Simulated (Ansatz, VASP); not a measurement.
Y in VASP and in Ansatz

File POSCAR:

```
Y
1.0
    3.5143210000      0.0000000000      0.0000000000
    1.7571605000      3.0434912631      0.0000000000
    1.7571605000      1.0144970877      2.8694310808
Y
1
Direct
    0.0000000000      0.0000000000      0.0000000000
```

File INCAR.step1:

```
ALGO = Normal
EDIFF = 1E-4
ENCUT = 520
GGA = PE
ISMEAR = 1
LASPH = True
LCHARG = False
LREAL = False
LWAVE = True
NBANDS = 12
NELM = 80
PREC = Accurate
SIGMA = 0.3
```

Contents of INCAR.step2:

```
ALGO = Normal
EDIFF = 1E-6
ENCUT = 520
ISIF = 2
ISMEAR = 1
ISTART = 1
LASPH = True
LCHARG = True
LELF = True
LMIXTAU = True
LREAL = False
LVHAR = True
LWAVE = False
METAGGA = R2SCAN
NBANDS = 12
NELM = 80
PREC = Accurate
SIGMA = 0.3
```

The input KPOINTS:

```
k-points
0
Gamma
  10 10 10
```

Input for Ansatz:

```yaml
crystal:
  lattice:
    - [3.514321, 0.0, 0.0]
    - [1.7571605000000003, 3.0434912630531317, 0.0]
    - [1.7571605000000003, 1.0144970876843775, 2.8694310807825065]
  atoms:
    - { symbol: "Y", position: [0.0, 0.0, 0.0] }
basis:
  ecutwfc: 500.0
kpoints:
  mp_grid:
    grid: [10, 10, 10]
hamiltonian:
  xc: r2scan
scf:
  occupations:
    method: methfessel_paxton
    width: 0.3
output:
  stress: true
```

This isn't the form of Y at room conditions, which is hcp.

Alike in both runs: task single point; functional r2SCAN; k mesh 10 × 10 × 10; occupations methfessel-paxton of order 1, width 0.3 eV; no spin polarisation.

```csv
,VASP,Ansatz
version,VASP 6.6.1,Ansatz 0.2.0
potentials or method,"VASP PAW PBE potentials, release 64 (Y_sv)","plane waves, PAW"
plane-wave cutoff (eV),520,500
valence electrons in the cell,11,11
```

```tsv
	VASP	Ansatz	Ansatz less VASP
pressure (GPa)	3.3	3.3	-0.07
```

With one functional, cell and mesh, what is left measures potentials, basis and numerics.

Caveats: the PAW data sets were made with another functional, which shifts forces and pressure a little (VASP).
